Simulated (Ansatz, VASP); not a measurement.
One calculation of Cu, two programs

```
Cu
1.0
     0.00000    1.81486    1.81486
     1.81486    0.00000    1.81486
     1.81486    1.81486    0.00000
Cu
1
Cartesian
  0.0000 0.0000 0.0000
```

Alike in both runs: functional PBE; k mesh 20 × 20 × 20; occupations methfessel-paxton of order 1, width 0.1 eV; no spin polarisation.

Ansatz relaxed the structure, and its values are those at the end. VASP's run is a single point on that final structure, the one shown.

```csv
,VASP,Ansatz
version,VASP 6.6.1,Ansatz 0.2.0
potentials or method,"VASP PAW PBE potentials, release 64 (Cu)","scalar-relativistic, plane waves, PAW"
plane-wave cutoff (eV),520,420
valence electrons in the cell,11,19
```

Ansatz gave:

| Quantity | Value |
| --- | --- |
| gap on the k mesh at the Fermi level (eV) | none |
| pressure (GPa) | 0.0 |

Q: What did VASP give for the same quantities?

A: gap on the k mesh at the Fermi level (eV): none; pressure (GPa): 0.5.

A gap of «none» marks a metal or a gap that the smearing closes. The two sets of potentials don't hold the same shells in valence.
